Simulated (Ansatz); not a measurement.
Y:

```xyz
2
Lattice="3.6474 0.0000 0.0000 -1.8237 3.1587 0.0000 0.0000 0.0000 5.7306" Properties=species:S:1:pos:R:3 pbc="T T T"
Y     1.8237    1.0529    4.2980
Y     0.0000    2.1058    1.4326
```

A run of Ansatz 0.2.0 on this cell left the log below. Logs are shortened: lines on timing, memory, paths and dates and some standing lists are left out, and cuts for length are marked.

```text
Warning: RAYON_NUM_THREADS=2 ignored (pool sized by the plan → 2); use --threads N
Engine: ansatz 0.2.0, aarch64-unknown-linux-gnu
Pseudopotentials: kind: paw
Pseudopotential: Y, paw, valence charge 11, recommended cutoff 420 eV (normal), Y.paw.azcp
Functional definition: PBEsol
  exchange = pbesol_x
  correlation = pbesol_c
Crystal: 2 atoms, lattice volume = 66.023 Å³
Basis set: ecut = 420 eV, 1267 PW (Γ), exchange–correlation on 50×50×80 points (8 copies of the dense FFT grid, shifted against one another)
Bands: 15, of which v1, the nominal top of the filled ones, is band 11 counted from 1 (10 counted from 0)
Symmetry: 24 space group operations
Space group: P63/mmc (ITA 194), of the structure as read, at distance tolerance 4.0e-5 Å
k-points: 30 of 320
Non-local potential: Y, projectors of the file, l = 0: 3, l = 1: 2, l = 2: 2, l = 3: 1
PAW form: soft (Blöchl's): semilocal exchange-correlation on the pseudo side does not see the compensation charge
PAW frozen core: Y, regenerated for the run's functional, and the local potential with it (the file was generated under x = pbe(κ = 0.804, μ = 0.2195149727645171), c = pbe(β = 0.06672455060314922))
PAW one-centre angular grid: Y, 590 points (default); XC on 64 Gauss nodes
Initial density: superposition of atomic densities (neutral atoms: chi_scale 0, normalization atom), corrected by the library's trained network
Initial wavefunctions: pseudopotential atomic-orbital guess
Functional: x = pbesol(κ = 0.804, μ = 0.12345679012345678), c = pbesol(β = 0.046)
SCF iter   1: F=—  HF=-7590.128108 eV  |F-HF|=—  |Δ(HF+E_count)|=         —  Δρ=2.18e-3  dr2=2.08e-3  ethr=1.77e-3  ⟨swp⟩=4.4  Hψ=1978  notcnv=0
preconditioner: auto → Kerker (q_TF=auto, 2.272 Å⁻¹)  [metal: Δε(μ)=0.045 eV  Ē_g=2.511 eV  σ=0.050 eV  W_gap=0.21  n_scr=22 (ndim 8)  ℏωp=11.2 eV  f_vac=0.000  D(μ)=5.12/eV (n_scr^D=54)]
SCF iter   2: F=—  HF=-7590.127782 eV  |F-HF|=—  |Δ(HF+E_count)|=   3.26e-4  Δρ=1.18e-3  dr2=6.05e-4  ethr=9.45e-6  ⟨swp⟩=2.0  Hψ=957  notcnv=0
SCF iter   3: F=—  HF=-7590.127783 eV  |F-HF|=—  |Δ(HF+E_count)|=   1.61e-6  Δρ=2.12e-4  dr2=4.17e-5  ethr=2.75e-6  ⟨swp⟩=1.8  Hψ=508  notcnv=0
SCF iter   4: F=—  HF=-7590.127766 eV  |F-HF|=—  |Δ(HF+E_count)|=   1.77e-5  Δρ=6.91e-5  dr2=3.11e-6  ethr=1.89e-7  ⟨swp⟩=2.6  Hψ=697  notcnv=0
iter 5 did not close the SCF: its close was put off for the readings that it lacked (scf_convergence_deferred on its scf_iter line)
SCF iter   5: F=-7590.127765 eV  HF=-7590.127765 eV  |F-HF|=2.42e-8  |Δ(HF+E_count)|=   8.69e-7  Δρ=1.15e-5  dr2=6.65e-8  ethr=1.41e-8  ⟨swp⟩=2.0  Hψ=776  notcnv=0
SCF iter   6: F=-7590.127765 eV  HF=-7590.127765 eV  |F-HF|=1.39e-9  |Δ(HF+E_count)|=   8.10e-9  Δρ=2.68e-6  dr2=3.49e-9  ethr=3.02e-10  ⟨swp⟩=4.8  Hψ=2482  notcnv=0
SCF 1 converged in 6 iterations: F = -7590.127765 eV  dr2 = 3.49e-9
  greatest PAW one-centre occupation: 0.993 electrons in one spin orbital (limit 2), on the Y atom at site 1 (counted from 0), in its partial waves of l = 0
SCF converged after 6 iterations
Free energy (F): -7590.127765 eV
Harris-Foulkes:  -7590.127765 eV  (|F-HF|=1.39e-9)
Internal energy: -7590.087369 eV  (E = F + TS)
E sigma→0 (E₀):  -7590.107567 eV
Entropy (-TS):   -0.040395 eV (-20.198 meV/atom)
Fermi energy:    9.151194 eV
--- Per-component energies (eV) ---
  E_band       = -246.518468
  E_kinetic    = 608.133482
  E_local      = -1235.022206  (includes V_loc(G=0)·N_el)
  E_nonlocal   = 103.461931
  E_hartree    = 390.445424
  E_xc         = -342.185957
  E_vxc        = -394.677405  (∫ρ·V_xc dr)
  E_paw        = -5546.868478  (= ΣΔE_a)
  E_vpaw       = -109.303517  (= ΣTr[D̂ρ^β])
  E_aug_tail   = 0.000005  (compensation charges beyond the density's cutoff)
  E_ewald      = -1568.349115
  E_core_change = 0.297546  (= ΣΔE_core)
  E_smearing   = -0.040395  (= −TS)
  E_closure    = -0.000000  (closes the sum)
  Σ components = -7590.127765   (vs F -7590.127765, Δ=0.00e0)
--- Forces (eV/Å), atoms counted from 1 ---
  atom   1  Y      0.00000000     0.00000000     0.00000000
  atom   2  Y      0.00000000    -0.00000000    -0.00000000
  max |Σ_I F_I| component: 0.00e0 eV/Å
--- Stress (GPa, compression-positive) ---
       -1.873367      -0.000000       0.000000
       -0.000000      -1.873367      -0.000000
        0.000000      -0.000000      -2.337674
  P = ⅓ Tr σ = -2.0281 GPa (-20.281 kbar)
--- Band table (eV; the first three rows and the last of 30) ---
  k-point 0: bands = ["-33.4131", "-33.3405", "-13.7187", "-13.2470", "-13.2470", "-13.1586", "-13.1586", "-13.1256", "4.5055", "7.3075", "10.0323", "10.9004", "10.9004", "11.1873", "11.4982"]
  k-point 1: bands = ["-33.4063", "-33.3475", "-13.6650", "-13.2386", "-13.2386", "-13.1854", "-13.1671", "-13.1671", "4.7624", "7.1013", "9.8553", "10.7860", "10.7860", "10.9428", "11.2959"]
  k-point 2: bands = ["-33.3882", "-33.3658", "-13.5215", "-13.3385", "-13.2166", "-13.2166", "-13.1893", "-13.1893", "5.4668", "6.3928", "9.8942", "10.3803", "10.7502", "10.7502", "10.9491"]
  k-point 29: bands = ["-33.3397", "-33.3366", "-13.6129", "-13.5951", "-13.4605", "-13.4062", "-13.2479", "-13.2285", "8.2276", "8.4384", "9.1215", "9.1348", "9.6568", "9.6848", "11.6043"]
```

Problem. Write the input and the command behind it.

Solution. Single point with PBEsol, no spin polarisation. The files as run (others can give the same):

input.yaml
```yaml
crystal:
  lattice:
    - [3.6474, 0.0, 0.0]
    - [-1.8237, 3.1587410578, 0.0]
    - [0.0, 0.0, 5.7306]
  atoms:
    - { symbol: "Y", position: [0.6666666667, 0.3333333333, 0.75] }
    - { symbol: "Y", position: [0.3333333333, 0.6666666667, 0.25] }
hamiltonian:
  xc: pbesol
  pseudopotentials: { kind: paw }
kpoints:
  mp_grid: { grid: [8, 8, 5] }
scf:
  occupations: { method: fermi_dirac, width: 0.05 }
output:
  forces: true
  stress: true
  eigenvalues: true
  write_density: true
  write_potential: true
  elf: true
  volumetric_format: npy
```

Potentials or basis: Ansatz PAW.
The run is started by
```sh
$ ansatz run input.yaml --threads 2 --pin off --max-ram 5632MiB --backend cpu --events-out ev --progress --plain --runs-dir out
```

Caveat: the PAW data sets come from PBE, with cores solved anew for the run's functional, which leaves a small shift of forces and pressure.
